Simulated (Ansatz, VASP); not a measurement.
# One calculation of KF, two programs

The input INCAR:

```
PREC     = Accurate       # precision mode
ENCUT    = 520            # plane-wave cutoff, eV
EDIFF    = 1E-7           # SCF threshold, eV
ISMEAR   = -1             # smearing method
SIGMA    = 0.05           # smearing width, eV
LREAL    = False          # projectors in reciprocal space
LASPH    = True           # aspherical terms in the spheres
NELM     = 100            # most SCF steps
ALGO     = Normal         # electronic algorithm
ISIF     = 2              # what is computed and relaxed
LWAVE    = False          # write WAVECAR
LCHARG   = False          # write CHGCAR
GGA      = PE             # functional
NBANDS   = 15             # bands
```

The input KPOINTS:

```
Automatic mesh
0
Gamma
  8 8 8
```

POSCAR

```
KF
1.0
    3.2805381124      0.0000000000      0.0000000000
    0.0000000000      3.2805381124      0.0000000000
    0.0000000000      0.0000000000      3.2805381124
K F
1 1
Direct
    0.0000000000      0.0000000000      0.0000000000
    0.5000000000      0.5000000000      0.5000000000
```

The input input.yaml:

```yaml
crystal:
  lattice:
    - [3.2805381124, 0.0, 0.0]
    - [0.0, 3.2805381124, 0.0]
    - [0.0, 0.0, 3.2805381124]
  atoms:
    - { symbol: K, position: [0.0, 0.0, 0.0] }
    - { symbol: F, position: [0.5, 0.5, 0.5] }
hamiltonian:
  xc: pbe
  pseudopotentials: { kind: paw }
kpoints:
  mp_grid: { grid: [8, 8, 8] }
scf:
  occupations: { method: fermi_dirac, width: 0.05 }
output:
  forces: true
  stress: true
  eigenvalues: true
```

Change from the starting cell: volume scaled by 1.02.

Alike in both runs: task single point; functional PBE; k mesh 8 × 8 × 8; occupations fermi-dirac, width 0.05 eV; no spin polarisation.

```csv
,VASP,Ansatz
version,VASP 6.6.1,Ansatz 0.2.0
potentials or method,"VASP PAW PBE potentials, release 64 (K_sv, F)",Ansatz PAW
plane-wave cutoff (eV),520,420
valence electrons in the cell,16,16
```

```tsv
	VASP	Ansatz	Ansatz less VASP
gap on the k mesh at the Fermi level (eV)	6.12	6.14	+0.015
least direct gap on the mesh (eV)	6.18	6.19	+0.015
pressure (GPa)	-0.6	-0.6	+0.01
```

With one functional, cell and mesh, what is left measures potentials, basis and numerics.

Caveats: the pressure holds a Pulay correction of +0.3 GPa for the finite cutoff (Ansatz). A k mesh can miss the band edges.
